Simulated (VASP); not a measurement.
# PtS2 (P-3m1) in VASP: notebook

Runs on PtS2. Level: PBE. Tasks: single point.

Everything below comes from runs of VASP 6.6.1. Logs are shortened: lines on timing, memory, paths and dates and some standing lists are left out, and cuts for length are marked.

**1. The crystal as given**

The structure is trigonal, space group P-3m1 (No. 164). Conventional cell: a = 3.543 Å, b = 3.543 Å, c = 5.039 Å, α = 90.00°, β = 90.00°, γ = 120.00°. Pt (site symmetry -3m) has 6 S at 2.34 Å as nearest neighbours. S (site symmetry 3m) has 3 Pt at 2.34 Å as nearest neighbours.

**2. Single point, PBE, spin-orbit coupling, no magnetisation**

Contents of INCAR:

```
PREC     = Accurate       # precision mode
ENCUT    = 340            # plane-wave cutoff, eV
EDIFF    = 1E-7           # SCF threshold, eV
ISMEAR   = 0              # smearing method
SIGMA    = 0.02           # smearing width, eV
LREAL    = False          # projectors in reciprocal space
LASPH    = True           # aspherical terms in the spheres
NELM     = 100            # most SCF steps
ALGO     = Normal         # electronic algorithm
ISIF     = 2              # what is computed and relaxed
LWAVE    = False          # write WAVECAR
LCHARG   = False          # write CHGCAR
LNONCOLLINEAR= True           # non-collinear magnetism
MAGMOM   = 0 0 0 0 0 0 0 0 0 # initial moments
LORBIT   = 11             # projections on sites
LSORBIT  = True           # spin-orbit coupling
GGA_COMPAT= False        
LMAXMIX  = 4              # l up to which the mixer works
GGA      = PE             # functional
NBANDS   = 38             # bands
```

Contents of KPOINTS:

```
regular mesh
0
Gamma
  4 4 3
```

Contents of POSCAR:

```
PtS2
1.0
    3.5432000000      0.0000000000      0.0000000000
   -1.7716000000      3.0685012107      0.0000000000
    0.0000000000      0.0000000000      5.0388000000
Pt S
1 2
Direct
    0.0000000000      0.0000000000      0.0000000000
    0.6666666667      0.3333333333      0.7730000000
    0.3333333333      0.6666666667      0.2270000000
```

Potentials or basis: VASP PAW PBE potentials, release 64 (Pt, S).

The run is started by

```bash
$ cat potpaw_PBE.64/Pt/POTCAR potpaw_PBE.64/S/POTCAR > POTCAR
$ mpirun -np 1 vasp_ncl > vasp.out
```

OUTCAR:

```text
PREC = Accurate
   ENCUT = 340
   EDIFF = 1E-7
   ISMEAR = 0
   LREAL = False
   LASPH = True
   NELM = 100
   ISIF = 2
   LNONCOLLINEAR = True
   LORBIT = 11
   LSORBIT = True
   GGA = PE

 Found      9 irreducible k-points:

 Following reciprocal coordinates:
            Coordinates               Weight
  0.000000  0.000000  0.000000      1.000000
  0.250000 -0.000000  0.000000      6.000000
  0.500000 -0.000000  0.000000      3.000000
  0.250000  0.250000  0.000000      6.000000
  0.000000  0.000000  0.333333      2.000000
  0.250000 -0.000000  0.333333      6.000000
   k-points           NKPTS =      9   k-points in BZ     NKDIM =      9   number of bands    NBANDS=     38
   number of dos      NEDOS =    301   number of ions     NIONS =      3
   total plane-waves  NPLWV =  17280
   dimension x,y,z NGX =    24 NGY =   24 NGZ =   30
   dimension x,y,z NGXF=    48 NGYF=   48 NGZF=   60
   ions per type =               1   2
   NGX,Y,Z   is equivalent  to a cutoff of  11.26, 11.26,  9.90 a.u.
   NGXF,Y,Z  is equivalent  to a cutoff of  22.52, 22.52, 19.80 a.u.
 SYSTEM =  unknown system
   PREC   = accura    normal or accurate (medium, high low for compatibility)
   ISTART =      0    job   : 0-new  1-cont  2-samecut
   ICHARG =      2    charge: 1-file 2-atom 10-const
   ISPIN  =      1    spin polarized calculation?
   LNONCOLLINEAR =      T non collinear calculations
   LSORBIT =      T    spin-orbit coupling
   LASPH  =      T    aspherical Exc in radial PAW
   ENCUT  =  340.0 eV  24.99 Ry    5.00 a.u.   5.33  5.33  7.58*2*pi/ulx,y,z
   NELM   =    100;   NELMIN=  2; NELMDL= -5     # of ELM steps
   EDIFF  = 0.1E-06   stopping-criterion for ELM
   LREAL  =      F    real-space projection
   EDIFFG = 0.1E-05   stopping-criterion for IOM
   NSW    =      0    number of steps for IOM
   IBRION =     -1    ionic relax: 0-MD 1-quasi-New 2-CG
   NFREE  =      0    steps in history (QN), initial steepest desc. (CG)
   ISIF   =      2    stress and relaxation
   ISYM   =      2    0-nonsym 1-usesym 2-fastsym
   POTIM  = 0.5000    time-step for ionic-motion
   TEBEG  =    0.0;   TEEND  =   0.0 temperature during run
   PSTRESS=    0.0 pullay stress
   NELECT =      22.0000    total number of electrons
   NUPDOWN=      -1.0000    fix difference up-down
   EMIN   =  10.00;   EMAX   =-10.00  energy-range for DOS
   EFERMI =   0.00;   METHOD = LEGACY
   ISMEAR =     0;   SIGMA  =   0.02  broadening in eV -4-tet -1-fermi 0-gaus
   EFERMI_NEDOS =   21; number of points for ismear=-14 and -15
   IALGO  =     38    algorithm
   IMIX   =      4    mixing-type and parameters
     AMIX     =   0.40;   BMIX     =  1.00
     AMIX_MAG =   1.60;   BMIX_MAG =  1.00
  volume/ion in A,a.u.               =      18.26       123.23
  Fermi-wavevector in a.u.,A,eV,Ry     =   1.207812  2.282434 19.848315  1.458810
  Thomas-Fermi vector in A             =   2.343439
   LORBIT       =     11    0 simple, 1 ext, 2 COOP (PROOUT), +10 PAW based schemes
   GGA     = PE    functional components
   LHFCALC =     F    Hartree Fock is set to
   AEXX    =    0.0000 exact exchange contribution
   IVDW    =     0    specifies the selected vdW correction
   LEPSILON=     F    determine dielectric tensor
   LRPA    =     F    only Hartree local field effects (RPA)
 Gauss-broadening in eV      SIGMA  =   0.02
  energy-cutoff  :      340.00
  volume of cell :       54.78
 maximum number of plane-waves:      1602
 NGX is ok and might be reduce to    24
   NGX = 11   NGY = 11   NGZ = 15

 number of electron      21.9999994 magnetization      -0.0000000     -0.0000000     -0.0000000

 number of electron      21.9999994 magnetization       0.0000000     -0.0000000     -0.0000000

 number of electron      21.9999994 magnetization       0.0000000      0.0000000     -0.0000000

 number of electron      21.9999994 magnetization       0.0000000      0.0000000      0.0000000

 Free energy of the ion-electron system (eV)
  ---------------------------------------------------
  ext. energy  EPLUGINS =         0.00000000
  ---------------------------------------------------
  free energy    TOTEN  =       -15.66562311 eV

  energy without entropy =      -15.66562311  energy(sigma->0) =      -15.66562311

 E-fermi :   6.7570     XC(G=0): -10.5804

 val. band max:        6.6207517387   @ k =   0.0000   0.0000   0.0000
 cond. band min:       7.6811523685   @ k =   0.0000   0.2500   0.3333
 fundamental gap:      1.0604006298
 Fermi energy:         6.7570241855

 k-point     1 :       0.0000    0.0000    0.0000
  band No.  band energies     occupation
      1      -8.8223      1.00000
      2      -8.8223      1.00000
      3      -5.5856      1.00000
      4      -5.5856      1.00000
      5      -0.5632      1.00000
      6      -0.5632      1.00000
[... 26 lines left out ...]
     33      14.9849      0.00000
     34      14.9849      0.00000

 k-point     2 :       0.2500   -0.0000    0.0000
  band No.  band energies     occupation
      1      -8.0429      1.00000
      2      -8.0429      1.00000
      3      -6.0188      1.00000
      4      -6.0188      1.00000
      5      -0.1280      1.00000
      6      -0.1280      1.00000
[... 140 lines left out ...]
 k-point     6 :       0.2500   -0.0000    0.3333
  band No.  band energies     occupation
      1      -7.8411      1.00000
      2      -7.8411      1.00000
      3      -6.3427      1.00000
      4      -6.3427      1.00000
      5      -0.2808      1.00000
      6      -0.2808      1.00000
[... 26 lines left out ...]
     33      16.1296      0.00000
     34      16.1296      0.00000

 [... further k-points ...]

 [bands above 34 left out]

------------------------ aborting loop because EDIFF is reached ----------------------------------------

  FORCE on cell =-STRESS in cart. coord.  units (eV):
  Direction    XX          YY          ZZ          XY          YZ          ZX
  --------------------------------------------------------------------------------------
  -------------------------------------------------------------------------------------
  Total        3.9638857      3.9638857      3.1302270      0.0000000      0.0000000      0.0000000
  in kB      115.9264728    115.9264728     91.5455677      0.0000000      0.0000000      0.0000000
  external PRESSURE =     107.7995044 kB  Pullay stress =       0.0000000 kB

 VOLUME and BASIS-vectors are now :
 -----------------------------------------------------------------------------
  energy-cutoff  :      340.00
  volume of cell :       54.78
      direct lattice vectors                 reciprocal lattice vectors
     3.543200000  0.000000000  0.000000000     0.282230752  0.162946001  0.000000000
    -1.771600000  3.068501211  0.000000000     0.000000000  0.325892001  0.000000000
     0.000000000  0.000000000  5.038800000     0.000000000  0.000000000  0.198459951

 POSITION                                       TOTAL-FORCE (eV/Angst)
 -----------------------------------------------------------------------------------
      0.00000      0.00000      0.00000         0.000000      0.000000      0.000000
      1.77160      1.02283      3.89499        -0.000000      0.000000     -1.293933
     -0.00000      2.04567      1.14381         0.000000     -0.000000      1.293933
 -----------------------------------------------------------------------------------
    total drift:                                0.000000     -0.000000     -0.000000

  FREE ENERGIE OF THE ION-ELECTRON SYSTEM (eV)
  ---------------------------------------------------
  free  energy   TOTEN  =       -15.6656231094 eV

  energy  without entropy=      -15.6656231094  energy(sigma->0) =      -15.66562311

 Spin-Orbit-Coupling matrix elements

 Ion:    1  E_soc:     -0.7664843
 l=   1
     0.0000000    -0.0375211    -0.0394439
    -0.0375211     0.0000000    -0.0375211
    -0.0394439    -0.0375211     0.0000000
 l=   2
     0.0000000    -0.0200023     0.0000000    -0.0200023    -0.0678602
    -0.0200023     0.0000000    -0.0484707    -0.0239452    -0.0200023
     0.0000000    -0.0484707     0.0000000    -0.0484707     0.0000000
    -0.0200023    -0.0239452    -0.0484707     0.0000000    -0.0200023
    -0.0678602    -0.0200023     0.0000000    -0.0200023     0.0000000
 l=   3
     0.0000000     0.0000000     0.0000000     0.0000000     0.0000000     0.0000000     0.0000000
     0.0000000     0.0000000     0.0000000     0.0000000     0.0000000     0.0000000     0.0000000
     0.0000000     0.0000000     0.0000000     0.0000000     0.0000000     0.0000000     0.0000000
     0.0000000     0.0000000     0.0000000     0.0000000     0.0000000     0.0000000     0.0000000
     0.0000000     0.0000000     0.0000000     0.0000000     0.0000000     0.0000000     0.0000000
     0.0000000     0.0000000     0.0000000     0.0000000     0.0000000     0.0000000     0.0000000
     0.0000000     0.0000000     0.0000000     0.0000000     0.0000000     0.0000000     0.0000000

 Ion:    2  E_soc:      0.0007529
 l=   1
     0.0000000     0.0000994     0.0001777
     0.0000994     0.0000000     0.0000994
     0.0001777     0.0000994     0.0000000
 l=   2
     0.0000000     0.0000000     0.0000000     0.0000000     0.0000000
     0.0000000     0.0000000     0.0000000     0.0000000     0.0000000
     0.0000000     0.0000000     0.0000000     0.0000000     0.0000000
     0.0000000     0.0000000     0.0000000     0.0000000     0.0000000
     0.0000000     0.0000000     0.0000000     0.0000000     0.0000000
 l=   3
     0.0000000     0.0000000     0.0000000     0.0000000     0.0000000     0.0000000     0.0000000
     0.0000000     0.0000000     0.0000000     0.0000000     0.0000000     0.0000000     0.0000000
     0.0000000     0.0000000     0.0000000     0.0000000     0.0000000     0.0000000     0.0000000
     0.0000000     0.0000000     0.0000000     0.0000000     0.0000000     0.0000000     0.0000000
     0.0000000     0.0000000     0.0000000     0.0000000     0.0000000     0.0000000     0.0000000
     0.0000000     0.0000000     0.0000000     0.0000000     0.0000000     0.0000000     0.0000000
     0.0000000     0.0000000     0.0000000     0.0000000     0.0000000     0.0000000     0.0000000

 Ion:    3  E_soc:      0.0007529
 l=   1
     0.0000000     0.0000994     0.0001777
     0.0000994     0.0000000     0.0000994
     0.0001777     0.0000994     0.0000000
 l=   2
     0.0000000     0.0000000     0.0000000     0.0000000     0.0000000
     0.0000000     0.0000000     0.0000000     0.0000000     0.0000000
     0.0000000     0.0000000     0.0000000     0.0000000     0.0000000
     0.0000000     0.0000000     0.0000000     0.0000000     0.0000000
     0.0000000     0.0000000     0.0000000     0.0000000     0.0000000
 l=   3
     0.0000000     0.0000000     0.0000000     0.0000000     0.0000000     0.0000000     0.0000000
     0.0000000     0.0000000     0.0000000     0.0000000     0.0000000     0.0000000     0.0000000
     0.0000000     0.0000000     0.0000000     0.0000000     0.0000000     0.0000000     0.0000000
     0.0000000     0.0000000     0.0000000     0.0000000     0.0000000     0.0000000     0.0000000
     0.0000000     0.0000000     0.0000000     0.0000000     0.0000000     0.0000000     0.0000000
     0.0000000     0.0000000     0.0000000     0.0000000     0.0000000     0.0000000     0.0000000
     0.0000000     0.0000000     0.0000000     0.0000000     0.0000000     0.0000000     0.0000000

 total charge

# of ion       s       p       d       tot
------------------------------------------
    1        0.732   0.889   8.007   9.629
    2        1.361   2.306   0.000   3.667
    3        1.361   2.306   0.000   3.667
--------------------------------------------------
tot          3.454   5.502   8.007  16.963

 magnetization (x)

# of ion       s       p       d       tot
------------------------------------------
    1        0.000   0.000   0.000   0.000
    2        0.000   0.000   0.000   0.000
    3        0.000   0.000   0.000   0.000
--------------------------------------------------
tot          0.000   0.000   0.000   0.000

 magnetization (y)

# of ion       s       p       d       tot
------------------------------------------
    1       -0.000   0.000   0.000  -0.000
    2        0.000   0.000   0.000   0.000
    3        0.000   0.000   0.000   0.000
--------------------------------------------------
tot          0.000   0.000   0.000   0.000

 magnetization (z)

# of ion       s       p       d       tot
------------------------------------------
    1        0.000  -0.000   0.000   0.000
    2        0.000   0.000   0.000   0.000
    3        0.000   0.000   0.000   0.000
--------------------------------------------------
tot          0.000  -0.000   0.000   0.000
```

It took 17 s on 1 thread of AMD EPYC 9R45 (Zen 5), shared host; peak memory 0.18 GiB.

The run converged, but some of its settings lie outside the range that counts as converged, so its numbers aren't taken as properties of the crystal.

Results:

```yaml
Free_energy: -15.6656 eV
Pressure: 10.8 GPa
Largest_force: 1.294 eV/Å
Valence_electrons_inside_the_program's_atomic_spheres: Pt 9.63; S 3.67
```

Caveat: the k mesh is coarse (spacing up to 0.51 Å⁻¹), so the values aren't converged; forces of over 1 eV/Å show positions far from the minimum, so gaps and moduli don't describe the material at rest.

**3. Single point, PBE, spin-orbit coupling, no magnetisation**

INCAR, as its differences from that of step 2:

```diff
@@ -1,3 +1,3 @@
 PREC     = Accurate       # precision mode
-ENCUT    = 340            # plane-wave cutoff, eV
+ENCUT    = 280            # plane-wave cutoff, eV
 EDIFF    = 1E-7           # SCF threshold, eV
```

Contents of KPOINTS:

```
regular mesh
0
Gamma
  5 5 3
```

POSCAR is that of step 2.

Potentials or basis: VASP PAW PBE potentials, release 64 (Pt, S).

The run is started by

```bash
$ cat potpaw_PBE.64/Pt/POTCAR potpaw_PBE.64/S/POTCAR > POTCAR
$ mpirun -np 1 vasp_ncl > vasp.out
```

Run time: 15 s. Hardware: 1 thread of AMD EPYC 9R45 (Zen 5), shared host; peak memory 0.15 GiB.

These settings aren't checked as converged: the numbers below hold their error.

What came out:

| Item | Value |
| --- | --- |
| Free energy | -15.6509 eV |
| Largest force | 1.276 eV/Å |
| Valence electrons inside the program's atomic spheres | Pt 9.62; S 3.68 |

Caveat: the k mesh is coarse (spacing up to 0.42 Å⁻¹), so the values aren't converged; the cutoff is under 1.25 times the usual one of these potentials, so pressure, stress and relaxed cells hold a basis-set (Pulay) error; forces of over 1 eV/Å show positions far from the minimum, so gaps and moduli don't describe the material at rest.

(Continued in part 2 of 2.)
